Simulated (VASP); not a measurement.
# Ni3Ge (Pm-3m) in VASP: single point with r2SCAN

Aim: the single point of Ni3Ge with r2SCAN.

Everything below comes from runs of VASP 6.6.1. Logs are shortened: lines on timing, memory, paths and dates and some standing lists are left out, and cuts for length are marked.

**1. The crystal as given**

Symmetry: Pm-3m, No. 221, cubic system. Conventional cell: a = 3.533 Å, b = 3.533 Å, c = 3.533 Å, α = 90.00°, β = 90.00°, γ = 90.00°. Ni (site symmetry 4/mmm) is surrounded by 8 Ni at 2.50 Å and 4 Ge at 2.50 Å. Around Ge (site symmetry m-3m) lie 12 Ni at 2.50 Å.

The cell comes from a database or a generator and needn't be the stable form of this composition.

**2. Single point, r2SCAN**

File POSCAR:

```
Ni3Ge
1.0
    3.5328322505      0.0000000000      0.0000000000
    0.0000000000      3.5328322505      0.0000000000
    0.0000000000      0.0000000000      3.5328322505
Ni Ge
3 1
Direct
    0.5000000000      0.0000000000      0.5000000000
    0.0000000000      0.5000000000      0.5000000000
    0.5000000000      0.5000000000      0.0000000000
    0.0000000000      0.0000000000      0.0000000000
```

File INCAR.step1:

```
  ALGO = Normal
  EDIFF = 1E-4
  ENCUT = 520
  GGA = PE
  ISMEAR = 0
  LASPH = True
  LCHARG = False
  LREAL = False
  LWAVE = True
  NBANDS = 30
  NELM = 100
  PREC = Accurate
  SIGMA = 0.1
```

File INCAR.step2:

```
  ALGO = Normal
  EDIFF = 1E-7
  ENCUT = 520
  ISIF = 2
  ISMEAR = 0
  ISTART = 1
  LASPH = True
  LCHARG = True
  LELF = True
  LMIXTAU = True
  LREAL = False
  LVHAR = True
  LWAVE = False
  METAGGA = R2SCAN
  NBANDS = 30
  NELM = 100
  PREC = Accurate
  SIGMA = 0.1
```

File KPOINTS:

```
k-points
0
Gamma
  14 14 14
```

Potentials or basis: VASP PAW PBE potentials, release 64 (Ni, Ge_d).

On the command line:

```
$ cat potpaw_PBE.64/Ni/POTCAR potpaw_PBE.64/Ge_d/POTCAR > POTCAR
$ cp INCAR.step1 INCAR
$ mpirun -np 1 vasp_std > vasp.out
$ cp INCAR.step2 INCAR
$ mpirun -np 1 vasp_std > vasp.out
```

OUTCAR:

```text
EDIFF = 1E-7
   ENCUT = 520
   ISIF = 2
   ISMEAR = 0
   ISTART = 1
   LASPH = True
   LREAL = False
   METAGGA = R2SCAN
   NELM = 100
   PREC = Accurate

 ion  position               nearest neighbor table
   1  0.500  0.000  0.500-   2 2.50   3 2.50   4 2.50   3 2.50   4 2.50   2 2.50   3 2.50   3 2.50
                             2 2.50   4 2.50   4 2.50   2 2.50
   2  0.000  0.500  0.500-   1 2.50   3 2.50   4 2.50   3 2.50   4 2.50   1 2.50   4 2.50   4 2.50
                             1 2.50   3 2.50   3 2.50   1 2.50
   3  0.500  0.500  0.000-   1 2.50   2 2.50   4 2.50   1 2.50   2 2.50   1 2.50   4 2.50   1 2.50
                             2 2.50   4 2.50   2 2.50   4 2.50
   4  0.000  0.000  0.000-   1 2.50   2 2.50   3 2.50   1 2.50   2 2.50   2 2.50   3 2.50   2 2.50
                             1 2.50   3 2.50   1 2.50   3 2.50

  LATTYP: Found a simple cubic cell.
 ALAT       =     3.5328322505

  Lattice vectors:

 A1 = (   3.5328322505,   0.0000000000,   0.0000000000)
 A2 = (   0.0000000000,   3.5328322505,   0.0000000000)
 A3 = (   0.0000000000,   0.0000000000,   3.5328322505)

Analysis of symmetry for initial positions (statically):
=====================================================================
 Subroutine PRICEL returns:
 Original cell was already a primitive cell.

 Routine SETGRP: Setting up the symmetry group for a
 simple cubic supercell.

 Subroutine GETGRP returns: Found 48 space group operations
 (whereof 48 operations were pure point group operations)
 out of a pool of 48 trial point group operations.

The static configuration has the point symmetry O_h .

Analysis of symmetry for dynamics (positions and initial velocities):
=====================================================================
 Subroutine PRICEL returns:
 Original cell was already a primitive cell.

 Routine SETGRP: Setting up the symmetry group for a
 simple cubic supercell.

 Subroutine GETGRP returns: Found 48 space group operations
 (whereof 48 operations were pure point group operations)
 out of a pool of 48 trial point group operations.

The dynamic configuration has the point symmetry O_h .

 Subroutine INISYM returns: Found 48 space group operations
 (whereof 48 operations are pure point group operations),
 and found     1 'primitive' translations

----------------------------------------------------------------------------------------

                                     Primitive cell

  volume of cell :      44.0929

  direct lattice vectors                    reciprocal lattice vectors
     3.532832250  0.000000000  0.000000000     0.283059010  0.000000000  0.000000000
     0.000000000  3.532832250  0.000000000     0.000000000  0.283059010  0.000000000
     0.000000000  0.000000000  3.532832250     0.000000000  0.000000000  0.283059010

  length of vectors
     3.532832250  3.532832250  3.532832250     0.283059010  0.283059010  0.283059010

  position of ions in fractional coordinates (direct lattice)
     0.500000000  0.000000000  0.500000000
     0.000000000  0.500000000  0.500000000
     0.500000000  0.500000000  0.000000000
     0.000000000  0.000000000  0.000000000

  ion indices of the primitive-cell ions
   primitive index   ion index
                 1           1
                 2           2
                 3           3
                 4           4

----------------------------------------------------------------------------------------

 KPOINTS: k-points

Automatic generation of k-mesh.
 Grid dimensions read from file:
 generate k-points for:   14   14   14

 Generating k-lattice:

  Cartesian coordinates                     Fractional coordinates (reciprocal lattice)
     0.020218501  0.000000000  0.000000000     0.071428571  0.000000000  0.000000000
     0.000000000  0.020218501  0.000000000     0.000000000  0.071428571  0.000000000
     0.000000000  0.000000000  0.020218501     0.000000000  0.000000000  0.071428571

  Length of vectors
     0.020218501  0.020218501  0.020218501

  Shift w.r.t. Gamma in fractional coordinates (k-lattice)
     0.000000000  0.000000000  0.000000000

 Subroutine IBZKPT returns following result:
 ===========================================

 Found    120 irreducible k-points:

 Following reciprocal coordinates:
            Coordinates               Weight
  0.000000  0.000000  0.000000      1.000000
  0.071429  0.000000  0.000000      6.000000
  0.142857  0.000000  0.000000      6.000000
  0.214286  0.000000  0.000000      6.000000
  0.285714  0.000000  0.000000      6.000000
  0.357143  0.000000  0.000000      6.000000
[... 16 lines left out ...]
  0.285714  0.214286  0.000000     24.000000
  0.357143  0.214286  0.000000     24.000000
 [... further k-points ...]
   k-points           NKPTS =    120   k-points in BZ     NKDIM =    120   number of bands    NBANDS=     30
   number of dos      NEDOS =    301   number of ions     NIONS =      4
   total plane-waves  NPLWV =  21952
   dimension x,y,z NGX =    28 NGY =   28 NGZ =   28
   dimension x,y,z NGXF=    56 NGYF=   56 NGZF=   56
   ions per type =               3   1
   NGX,Y,Z   is equivalent  to a cutoff of  13.18, 13.18, 13.18 a.u.
   NGXF,Y,Z  is equivalent  to a cutoff of  26.35, 26.35, 26.35 a.u.
 SYSTEM =  unknown system
   PREC   = accura    normal or accurate (medium, high low for compatibility)
   ISTART =      1    job   : 0-new  1-cont  2-samecut
   ICHARG =      0    charge: 1-file 2-atom 10-const
   ISPIN  =      1    spin polarized calculation?
   LNONCOLLINEAR =      F non collinear calculations
   LSORBIT =      F    spin-orbit coupling
   LASPH  =      T    aspherical Exc in radial PAW
   ENCUT  =  520.0 eV  38.22 Ry    6.18 a.u.   6.57  6.57  6.57*2*pi/ulx,y,z
   NELM   =    100;   NELMIN=  2; NELMDL=  0     # of ELM steps
   EDIFF  = 0.1E-06   stopping-criterion for ELM
   LREAL  =      F    real-space projection
   EDIFFG = 0.1E-05   stopping-criterion for IOM
   NSW    =      0    number of steps for IOM
   IBRION =     -1    ionic relax: 0-MD 1-quasi-New 2-CG
   NFREE  =      0    steps in history (QN), initial steepest desc. (CG)
   ISIF   =      2    stress and relaxation
   ISYM   =      2    0-nonsym 1-usesym 2-fastsym
   POTIM  = 0.5000    time-step for ionic-motion
   TEBEG  =    0.0;   TEEND  =   0.0 temperature during run
   PSTRESS=    0.0 pullay stress
   NELECT =      44.0000    total number of electrons
   NUPDOWN=      -1.0000    fix difference up-down
   EMIN   =  10.00;   EMAX   =-10.00  energy-range for DOS
   EFERMI =   0.00;   METHOD = LEGACY
   ISMEAR =     0;   SIGMA  =   0.10  broadening in eV -4-tet -1-fermi 0-gaus
   EFERMI_NEDOS =   21; number of points for ismear=-14 and -15
   IALGO  =     38    algorithm
   IMIX   =      4    mixing-type and parameters
     AMIX     =   0.40;   BMIX     =  1.00
     AMIX_MAG =   1.60;   BMIX_MAG =  1.00
  volume/ion in A,a.u.               =      11.02        74.39
  Fermi-wavevector in a.u.,A,eV,Ry     =   1.635948  3.091493 36.413604  2.676324
  Thomas-Fermi vector in A             =   2.727336
   LORBIT       =      0    0 simple, 1 ext, 2 COOP (PROOUT), +10 PAW based schemes
   METAGGA = R2SCAN    functional components
   LHFCALC =     F    Hartree Fock is set to
   AEXX    =    0.0000 exact exchange contribution
   IVDW    =     0    specifies the selected vdW correction
   LEPSILON=     F    determine dielectric tensor
   LRPA    =     F    only Hartree local field effects (RPA)
 non-spin polarized calculation
 Gauss-broadening in eV      SIGMA  =   0.10
  energy-cutoff  :      520.00
  volume of cell :       44.09
 maximum number of plane-waves:      1213
 NGX is ok and might be reduce to    28
   NGX = 13   NGY = 13   NGZ = 13

 number of electron      43.9999973 magnetization

 Free energy of the ion-electron system (eV)
  ---------------------------------------------------
  ext. energy  EPLUGINS =         0.00000000
  ---------------------------------------------------
  free energy    TOTEN  =       -50.75188662 eV

  energy without entropy =      -50.74159294  energy(sigma->0) =      -50.74673978

 E-fermi :  10.1486     XC(G=0): -14.7373

 val. band max:       10.1477628441   @ k =   0.4286   0.4286   0.3571
 cond. band min:      10.1568802127   @ k =   0.0714   0.0714   0.0000
 fundamental gap:      0.0091173686
 Fermi energy:        10.1486139440

 k-point     1 :       0.0000    0.0000    0.0000
  band No.  band energies     occupation
      1     -15.2813      2.00000
      2     -15.2813      2.00000
      3     -15.2667      2.00000
      4     -15.2667      2.00000
      5     -15.2667      2.00000
      6      -2.9050      2.00000
[... 22 lines left out ...]
     29      21.2833      0.00000
     30      21.2833      0.00000

 k-point     2 :       0.0714    0.0000    0.0000
  band No.  band energies     occupation
      1     -15.2811      2.00000
      2     -15.2799      2.00000
      3     -15.2667      2.00000
      4     -15.2667      2.00000
      5     -15.2666      2.00000
      6      -2.8446      2.00000
[... 22 lines left out ...]
     29      21.1357      0.00000
     30      21.1357      0.00000

 k-point     3 :       0.1429    0.0000    0.0000
  band No.  band energies     occupation
      1     -15.2804      2.00000
      2     -15.2760      2.00000
      3     -15.2668      2.00000
      4     -15.2668      2.00000
      5     -15.2664      2.00000
      6      -2.6655      2.00000
[... 22 lines left out ...]
     29      20.5881      0.00000
     30      20.6053      0.00000

 k-point     4 :       0.2143    0.0000    0.0000
  band No.  band energies     occupation
      1     -15.2795      2.00000
      2     -15.2704      2.00000
      3     -15.2669      2.00000
      4     -15.2669      2.00000
      5     -15.2662      2.00000
      6      -2.3750      2.00000
[... 616 lines left out ...]
     29      19.9080      0.00000
     30      21.3514      0.00000

 k-point    23 :       0.2857    0.2143    0.0000
  band No.  band energies     occupation
      1     -15.2731      2.00000
      2     -15.2694      2.00000
      3     -15.2668      2.00000
      4     -15.2662      2.00000
      5     -15.2589      2.00000
      6      -1.4999      2.00000
[... 22 lines left out ...]
     29      20.4835      0.00000
     30      21.3154      0.00000

 k-point    24 :       0.3571    0.2143    0.0000
  band No.  band energies     occupation
      1     -15.2726      2.00000
      2     -15.2700      2.00000
      3     -15.2670      2.00000
      4     -15.2661      2.00000
      5     -15.2538      2.00000
      6      -1.0828      2.00000
[... 22 lines left out ...]
     29      20.2596      0.00000
     30      21.7391      0.00000

 [... further k-points ...]

------------------------ aborting loop because EDIFF is reached ----------------------------------------

  FORCE on cell =-STRESS in cart. coord.  units (eV):
  Direction    XX          YY          ZZ          XY          YZ          ZX
  --------------------------------------------------------------------------------------
  -------------------------------------------------------------------------------------
  Total        0.0830937      0.0830937      0.0830937      0.0000000     -0.0000000      0.0000000
  in kB        3.0193239      3.0193239      3.0193239      0.0000000     -0.0000000      0.0000000
  external PRESSURE =       3.0193239 kB  Pullay stress =       0.0000000 kB

 VOLUME and BASIS-vectors are now :
 -----------------------------------------------------------------------------
  energy-cutoff  :      520.00
  volume of cell :       44.09
      direct lattice vectors                 reciprocal lattice vectors
     3.532832250  0.000000000  0.000000000     0.283059010  0.000000000  0.000000000
     0.000000000  3.532832250  0.000000000     0.000000000  0.283059010  0.000000000
     0.000000000  0.000000000  3.532832250     0.000000000  0.000000000  0.283059010

 POSITION                                       TOTAL-FORCE (eV/Angst)
 -----------------------------------------------------------------------------------
      1.76642      0.00000      1.76642         0.000000      0.000000      0.000000
      0.00000      1.76642      1.76642         0.000000      0.000000      0.000000
      1.76642      1.76642      0.00000         0.000000      0.000000      0.000000
      0.00000      0.00000      0.00000         0.000000      0.000000      0.000000
 -----------------------------------------------------------------------------------
    total drift:                                0.000000      0.000000      0.000000

  FREE ENERGIE OF THE ION-ELECTRON SYSTEM (eV)
  ---------------------------------------------------
  free  energy   TOTEN  =       -50.7518866221 eV

  energy  without entropy=      -50.7415929391  energy(sigma->0) =      -50.74673978
```

Run time: 4.5 min. Hardware: 1 thread of Intel Xeon 6975P-C (Granite Rapids), shared host; peak memory 0.26 GiB.

Results:

- Free energy: -50.7519 eV
- Pressure: 0.3 GPa
- Band gap on the k mesh: none (metal or under the smearing width)

Caveat: the PAW data sets were made with another functional, which shifts forces and pressure a little. Spin polarisation is off, so any magnetic state and its effect on volume and gap are missing.
